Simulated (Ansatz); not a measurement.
MgS (Niningerite):

```
S Mg
1.0
     0.00000    2.60165    2.60165
     2.60165    0.00000    2.60165
     2.60165    2.60165    0.00000
S Mg
1 1
Direct
  0.50000 0.50000 0.50000
  0.00000 0.00000 0.00000
```

| Quantity | Value |
| --- | --- |
| Program | Ansatz 0.2.0 |
| Task | relaxation of cell and atoms |
| Functional | PBEsol0 |
| Potentials or basis | Ansatz PAW |
| Cutoff | 420 eV (not typed: the program's choice for these potentials) |
| k mesh | 5 × 5 × 5 |
| Occupations | fermi-dirac, width 0.05 eV |
| Spin | no spin polarisation |

At the start: volume 17.61 Å³/atom.

Q: Where does the relaxation end?

A: It ends after 4 steps and the volume is 17.22 Å³/atom (-2.2 %); space group Fm-3m (No. 225, to 0.05 Å).

The path:
| step | energy change (eV) | largest force (eV/Å) | volume (Å³) |
| --- | --- | --- | --- |
| 1 | 0.0000 | 0.0000 | 35.22 |
| 2 | -0.0043 | 0.0000 | 34.55 |
| 3 | -0.0044 | 0.0000 | 34.45 |
| 4 | -0.0043 | 0.0000 | 34.45 |

Final structure:
```
S Mg
1.0
     0.00000    2.58253    2.58253
     2.58253    0.00000    2.58253
     2.58253    2.58253    0.00000
S Mg
1 1
Direct
  0.50000 0.50000 0.50000
  0.00000 0.00000 0.00000
```

Caveat: the plane-wave basis is chosen anew once the cell has moved, so the energies of steps on either side of that aren't comparable; the PAW data sets come from PBE, with cores solved anew for the run's functional, which leaves a small shift of forces and pressure.
